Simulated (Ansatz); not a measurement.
The system is ZrSe2.

```
Zr Se
1.0
     3.79800    0.00000    0.00000
    -1.89900    3.28916    0.00000
     0.00000    0.00000    6.19200
Zr Se
1 2
Direct
  0.00000 0.00000 0.00000
  0.66667 0.33333 0.75000
  0.33333 0.66667 0.25000
```

```yaml
Program: Ansatz 0.2.0
Task: relaxation of cell and atoms
Functional: revPBE
Potentials_or_basis: all-electron LAPW, scalar-relativistic
Basis_error_allowed: 0.002 eV/atom
k_mesh: 8 × 8 × 5
Occupations: fermi-dirac, width 0.05 eV
Spin: no spin polarisation
```

At the start: volume 25.78 Å³/atom.

Q: Where does the relaxation end?

A: Over 16 steps the energy falls by 44.9 meV/atom and the volume is 38.30 Å³/atom (+48.5 %); space group P-3m1 (No. 164, to 0.05 Å).

Step by step:
```tsv
step	energy change (eV)	largest force (eV/Å)	volume (Å³)
1	0.0000	0.3332	77.35
2	-0.0248	0.5961	83.96
3	-0.0773	0.1059	88.14
4	-0.0989	0.1119	88.18
5	-0.1120	0.0651	90.67
6	-0.1222	0.0551	94.65
7	-0.1288	0.0084	99.01
8	-0.1315	0.0659	102.94
9	-0.1329	0.0697	107.01
10	-0.1341	0.0373	110.47
11	-0.1343	0.0081	110.70
12	-0.1344	0.0016	112.30
13	-0.1345	0.0076	114.13
14	-0.1345	0.0014	114.64
15	-0.1345	0.0002	114.90
16	-0.1346	0.0002	114.90
```

Final structure:
```
Zr Se
1.0
     3.83061    0.00000    0.00000
    -1.91530    3.31740    0.00000
     0.00000    0.00000    9.04162
Zr Se
1 2
Direct
  0.00000 0.00000 0.00000
  0.66667 0.33333 0.82507
  0.33333 0.66667 0.17493
```

Caveat: the volume moved by over 15 % at a fixed basis, so the end points are rough; this functional lacks dispersion, which binds the layers, so the pressure and a relaxed spacing across them are unreliable, and here the layers came unbound.
